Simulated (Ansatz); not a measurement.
SnSe: single point with PBE

Slab: SnSe, a slab with vacuum.

```xyz
4
Lattice="4.2853 0.0000 0.0000 0.0000 4.2853 0.0000 0.0000 0.0000 10.9907" Properties=species:S:1:pos:R:3 pbc="T T T"
Sn    0.0000    2.1427    6.8996
Sn    2.1427    0.0000    4.0911
Se    0.0000    2.1427    4.2200
Se    2.1427    0.0000    6.7707
```

```yaml
Program: Ansatz 0.2.0
Task: single point
Functional: PBE
Potentials_or_basis: all-electron LAPW, scalar-relativistic
Cutoff: 260 eV (chosen from the basis error)
Basis_error_allowed: 0.001 eV/atom
k_mesh: 6 × 6 × 3
Occupations: fermi-dirac, width 0.05 eV
Spin: no spin polarisation
```

| Property | Result |
| --- | --- |
| Largest force | 0.248 eV/Å |
| Band gap on the k mesh | 1.53 eV, direct |
| Loewdin charges | Sn +0.36; Se -0.29 e |

Forces in eV/Å, atoms in the order of the input:
```
Sn   0.000  0.000  0.139
Sn   0.000  0.000 -0.139
Se   0.000  0.000 -0.248
Se   0.000  0.000  0.248
```

Stress tensor (GPa, compression positive):
```
0.51 0.00 0.00
0.00 0.51 0.00
0.00 0.00 0.81
```

Levels at points of the mesh, in eV from the valence-band top:
| k point | band 42 | band 43 | band 44 | band 45 | band 46 | band 47 | band 48 | band 49 | band 50 | band 51 |
| --- | --- | --- | --- | --- | --- | --- | --- | --- | --- | --- |
| (0.00, 0.00, 0.00) | -2.96 | -2.96 | -1.63 | -1.63 | -0.23 | 1.70 | 3.64 | 3.86 | 4.49 | 4.49 |
| (0.00, -0.50, 0.00) | -2.22 | -1.46 | -1.46 | -0.17 | -0.17 | 1.60 | 1.60 | 2.16 | 2.16 | 3.22 |
| (-0.50, -0.50, 0.00) | -4.69 | -3.13 | -3.13 | -1.62 | -1.62 | 3.75 | 3.75 | 4.77 | 4.77 | 5.03 |

Wall time 25 s on 2 threads of Arm Neoverse V2, with other jobs on the host, peak memory 0.56 GiB.

Caveat: spin-orbit coupling is left out, which moves the levels of the heavy elements.
